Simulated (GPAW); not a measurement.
The system is CdS (Greenockite).

```
Cd S
1.0
     4.15000    0.00000    0.00000
    -2.07500    3.59401    0.00000
     0.00000    0.00000    6.73700
Cd S
2 2
Direct
  0.66667 0.33333 0.50000
  0.33333 0.66667 0.00000
  0.66667 0.33333 0.87500
  0.33333 0.66667 0.37500
```

Base run:

| Property | Result |
| --- | --- |
| Program | GPAW 26.7.0 |
| Functional | PBE |
| Potentials or basis | GPAW PAW data sets (gpaw-data 1.2.1) |
| Cutoff | 450 eV |
| Basis | pw |
| k mesh | 6 × 6 × 3 |
| Occupations | fermi-dirac, width 0.05 eV |
| Spin | no spin polarisation |

Its results: band gap on the k mesh 1.18 eV, direct; pressure 1.0 GPa; largest force 0.067 eV/Å.

Task: The run is repeated on the same cell with these changes: functional from PBE to LDA; potentials or basis from GPAW PAW data sets (gpaw-data 1.2.1) to the program's PAW data sets (release 1.2.1) made for this functional; cutoff from 450 eV to 500 eV. What comes out?

Result: Band gap on the k mesh 0.89 eV, direct; pressure -3.6 GPa; largest force 0.060 eV/Å.

Caveats: the cutoff is short for stress and forces, so pressures can be off by a GPa or more.

